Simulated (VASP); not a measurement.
Pt:

```
CELL_PARAMETERS angstrom
0.00000 1.96090 1.96090
1.96090 0.00000 1.96090
1.96090 1.96090 0.00000
ATOMIC_POSITIONS crystal
Pt 0.00000 0.00000 0.00000
```

- Program: VASP 6.6.1
- Task: relaxation of cell and atoms
- Functional: PBE0
- Potentials or basis: VASP PAW PBE potentials, release 64 (Pt)
- Cutoff: 600 eV
- k mesh: 6 × 6 × 6
- Occupations: fermi-dirac, width 0.05 eV
- Spin: no spin polarisation

At the start: pressure -2.2 GPa; volume 15.08 Å³/atom.

**Question.** How do energy, volume and symmetry change on relaxing?

**Answer.** Over 4 steps the energy falls by 3.4 meV/atom and the volume is 14.97 Å³/atom (-0.7 %); space group Fm-3m (No. 225, to 0.05 Å).

The path:
```csv
step,energy change (eV),largest force (eV/Å),pressure (GPa),volume (Å³)
1,0.0000,0.0000,-2.21,15.08
2,0.0043,0.0000,7.12,14.63
3,-0.0032,0.0000,1.11,14.91
4,-0.0034,0.0000,-0.01,14.97
```

Final structure:
```
Pt
1.0
     0.00000    1.95603    1.95603
     1.95603    0.00000    1.95603
     1.95603    1.95603    0.00000
Pt
1
Direct
  0.00000 0.00000 0.00000
```

Caveat: the k mesh is coarse (spacing up to 0.46 Å⁻¹), so the values aren't converged, least of all with exact exchange; the PAW data sets were made with another functional, which shifts forces and pressure a little.
